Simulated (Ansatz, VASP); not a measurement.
## Two plane-wave programs on P

Contents of INCAR:

```
PREC = Accurate
ENCUT = 520
EDIFF = 1E-6
ISMEAR = -1
SIGMA = 0.1
LREAL = F
LASPH = T
NELM = 100
ALGO = Normal
ISIF = 2
LWAVE = F
LCHARG = F
GGA = RE
NBANDS = 14
```

KPOINTS

```
regular mesh
0
Gamma
  9 9 14
```

File POSCAR:

```
P
1.0
    4.5312851763      0.0000000000      0.0000000000
   -2.2656425882      3.9242080745      0.0000000000
    0.0000000000      0.0000000000      2.5524547195
P
3
Direct
    0.0000000000      0.0000000000      0.0000000000
    0.3333333333      0.6666666667      0.5000000000
    0.6666666667      0.3333333333      0.5000000000
```

Input for Ansatz:

```yaml
crystal:
  lattice:
    - [4.5312851763, 0.0, 0.0]
    - [-2.2656425882, 3.9242080745, 0.0]
    - [0.0, 0.0, 2.5524547195]
  atoms:
    - { symbol: P, position: [0.0, 0.0, 0.0] }
    - { symbol: P, position: [0.3333333333, 0.6666666667, 0.5] }
    - { symbol: P, position: [0.6666666667, 0.3333333333, 0.5] }
hamiltonian:
  xc: revpbe
  pseudopotentials:
    kind: paw
    azcp:
      P: "pseudopotentials/P.paw.azcp"
basis:
  ecutwfc: 420
  fft_grid_basis: typed
kpoints:
  mp_grid: { grid: [9, 9, 14], shift: [0, 0, 0] }
magnetization:
  spin_polarized: false
scf:
  occupations: { method: fermi_dirac, width: 0.1 }
  lower_state_search: "off"
output:
  stress: true
```

Alike in both runs: task single point; functional revPBE; k mesh 9 × 9 × 14; occupations fermi-dirac, width 0.1 eV; no spin polarisation.

```csv
,VASP,Ansatz
version,VASP 6.6.1,Ansatz 0.2.0
potentials or method,"VASP PAW PBE potentials, release 64 (P)","plane waves (420 eV) with PAW, scalar-relativistic"
plane-wave cutoff (eV),520,420
valence electrons in the cell,15,15
```

VASP gave:

- pressure (GPa): -3.9
- largest component of the traceless stress (GPa): 1.41

Task: Which values does Ansatz return?

Result: Pressure (GPa): -3.5; largest component of the traceless stress (GPa): 1.34.

Caveats: the PAW data sets were made with another functional, which shifts forces and pressure a little (VASP).
